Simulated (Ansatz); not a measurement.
Rocksalt CaS at its r2SCAN geometry, run in the plane-wave code Ansatz at 2 levels of theory. No spin polarisation and no zero-point or thermal motion.

The r2SCAN input:
```yaml
crystal:
  lattice:
    - [0.0, 2.8479450818, 2.8479450818]
    - [2.8479450818, 0.0, 2.8479450818]
    - [2.8479450818, 2.8479450818, 0.0]
  atoms:
    - { symbol: Ca, position: [0.0, 0.0, 0.0] }
    - { symbol: S, position: [0.5, 0.5, 0.5] }
kpoints:
  mp_grid: { grid: [8, 8, 8] }
  band_path:
    path:
      - [0.0, 0.0, 0.0]
      - [0.5, 0.0, 0.5]
      - [0.625, 0.25, 0.625]
      - [0.375, 0.375, 0.75]
      - [0.5, 0.5, 0.5]
      - [0.5, 0.25, 0.75]
      - [0.0, 0.5, 0.5]
    npoints: 1
hamiltonian:
  xc: r2scan
scf:
  occupations: { method: fixed }
  n_extra_bands: 4
output:
  forces: true
  stress: true
  eigenvalues: true
```

Main results, then, where recorded, the levels near the gap in eV from the Fermi energy (columns number the bands from 0), one row a point of the path (Γ, X, U, K, L, W, X):
```
Crystal: 2 atoms, lattice volume = 46.198 Å³
Symmetry: 48 space group operations
Space group: Fm-3m (ITA 225)
```
```
Basis set: ecut = 500 eV, 1211 PW (Γ)
k-points: 29 of 512
SCF 1 converged in 6 iterations: F = -2732.411438 eV  dr2 = 2.32e-9
Free energy (F): -2732.411438 eV
Fermi energy:    5.723154 eV
--- Stress (GPa, compression-positive) ---
       -0.005272       0.000000       0.000000
        0.000000      -0.005272       0.000000
        0.000000       0.000000      -0.005272
  P = ⅓ Tr σ = -0.0053 GPa (-0.053 kbar)
```
```tsv
band_5	band_6	band_7	band_8	band_9	band_10
0.000	0.000	0.000	4.661	4.661	4.661
-2.318	-0.828	-0.828	2.801	6.174	6.758
-2.066	-1.874	-1.034	4.162	6.896	7.024
-2.066	-1.874	-1.034	4.162	6.896	7.024
-3.103	-1.154	-1.154	5.778	6.670	6.799
-1.802	-1.802	-1.552	5.347	5.347	6.631
-2.318	-0.828	-0.828	2.801	6.174	6.758
```

r2SCAN gives an indirect gap of 2.80 eV, from Γ to X; the least direct gap is 3.63 eV at X.

PBE0. Against the first input these blocks differ (the band path and keys that only write files left aside):
```yaml
kpoints:
  mp_grid: { grid: [6, 6, 6] }
hamiltonian:
  xc: pbe0
```

```
Basis set: ecut = 420 eV, 893 PW (Γ)
k-points: 16 of 216
SCF 1 stopped early in 2 iterations: F = -2723.259663 eV  dr2 = 1.77e-5
SCF 2 stopped early in 6 iterations: F = -2725.246814 eV  dr2 = 1.28e-6
hybrid outer 1: dexx = +9.085e-3 eV, tail = 1.57e-5 eV
SCF 3 converged in 4 iterations: F = -2725.246881 eV  dr2 = 3.99e-9
hybrid outer 2: dexx = +8.551e-7 eV, tail = 1.54e-8 eV, Δε = 1.46e-3 eV
Free energy (F): -2725.246881 eV
Fermi energy:    4.971170 eV
--- Stress (GPa, compression-positive) ---
        0.029037       0.000000       0.000000
        0.000000       0.029037       0.000000
        0.000000       0.000000       0.029037
  P = ⅓ Tr σ = 0.0290 GPa (0.290 kbar)
```
```tsv
band_5	band_6	band_7	band_8	band_9	band_10
0.000	0.000	0.000	5.862	6.209	6.209
-2.598	-0.925	-0.925	4.111	7.838	7.875
-2.310	-2.077	-1.134	5.557	8.626	8.649
-2.310	-2.077	-1.134	5.557	8.626	8.649
-3.443	-1.245	-1.245	6.876	8.400	8.642
-2.009	-2.009	-1.710	6.877	6.877	8.091
-2.598	-0.925	-0.925	4.111	7.838	7.875
```

With PBE0 the valence top lies at Γ and the conduction bottom at X, 4.11 eV higher; the smallest vertical gap, at X, is 5.04 eV. The mean stress, 0.0 GPa, is small, and the program warns that its thresholds are loose for a hybrid's stress.

Small level splittings and stresses of the hybrids carry the error of their coarser meshes.

Totals of different functionals can't be compared.
